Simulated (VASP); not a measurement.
# A VASP 6.6.1 single-point calculation on CdF2

INCAR

```
NSW = 0
IMIX = 1
EDIFF = 1E-7
LWAVE = .FALSE.
ENCUT = 520
BMIX = 0.0001
NBANDS = 20
AMIX = 3
ISMEAR = -1
LREAL = .FALSE.
ISIF = 2
LASPH = .TRUE.
SIGMA = 0.02
PREC = Accurate
IBRION = -1
GGA = PE
NELM = 98
LCHARG = .FALSE.
```

KPOINTS

```
KPOINTS created by Atomic Simulation Environment
0
Gamma
8 8 8
0 0 0
```

POSCAR

```
Cd F
 1.0000000000000000
     0.0000000000000000    2.6268232390000001    2.7502455630000000
     2.6268232390000001    0.0000000000000000    2.7502455630000000
     2.6268232390000001    2.6268232390000001    0.0000000000000000
 Cd  F
   1   2
Cartesian
  0.0000000000000000  0.0000000000000000  0.0000000000000000
  1.3134116195000001  1.3134116195000001  1.3751227815000000
  3.9402348585000007  3.9402348585000007  4.1253683445000000
```

The recommended PBE PAW datasets give the neutral cell 26 valence electrons.

Command

```
mpirun -np 1 vasp_std
```

OSZICAR

```
N       E                     dE             d eps       ncg     rms          rms(c)
DAV:   1     0.193892297137E+03    0.19389E+03   -0.15658E+04  2464   0.133E+03
DAV:   2    -0.450884797873E+01   -0.19840E+03   -0.19055E+03  2556   0.346E+02
DAV:   3    -0.124276836843E+02   -0.79188E+01   -0.78982E+01  2704   0.751E+01
DAV:   4    -0.124601015047E+02   -0.32418E-01   -0.32417E-01  2572   0.492E+00
DAV:   5    -0.124602194004E+02   -0.11790E-03   -0.11790E-03  2696   0.265E-01    0.107E+01
DAV:   6    -0.105945201855E+03   -0.93485E+02   -0.28166E+02  2424   0.315E+02    0.880E+01
DAV:   7    -0.417422634132E+04   -0.40683E+04   -0.21788E+04  4412   0.138E+03    0.326E+02
```

Standard output (part)

```
POSCAR found type information on POSCAR CdF
 POSCAR found :  2 types and       3 ions
 LDA part: xc-table for (Slater+PW92), standard interpolation
 POSCAR, INCAR and KPOINTS ok, starting setup
 WAVECAR not read
 entering main loop
|     EEEEEEE  RRRRRR   RRRRRR   OOOOOOO  RRRRRR      ###     ###     ###     |
|     E        R     R  R     R  O     O  R     R     ###     ###     ###     |
|     E        R     R  R     R  O     O  R     R     ###     ###     ###     |
|     EEEEE    RRRRRR   RRRRRR   O     O  RRRRRR       #       #       #      |
|     E        R    R   R    R   O     O  R    R      ###     ###     ###     |
|     EEEEEEE  R     R  R     R  OOOOOOO  R     R     ###     ###     ###     |
|     ERROR FEXCP: supplied Exchange-correletion table                        |
|      is too small, maximal index : 4972                                     |
|       ---->  I REFUSE TO CONTINUE WITH THIS SICK JOB ... BYE!!! <----       |
```

VASP stopped with an error.

Question: Find the fault in these files.

Answer: Mixing far too strong. VASP stopped with an error.
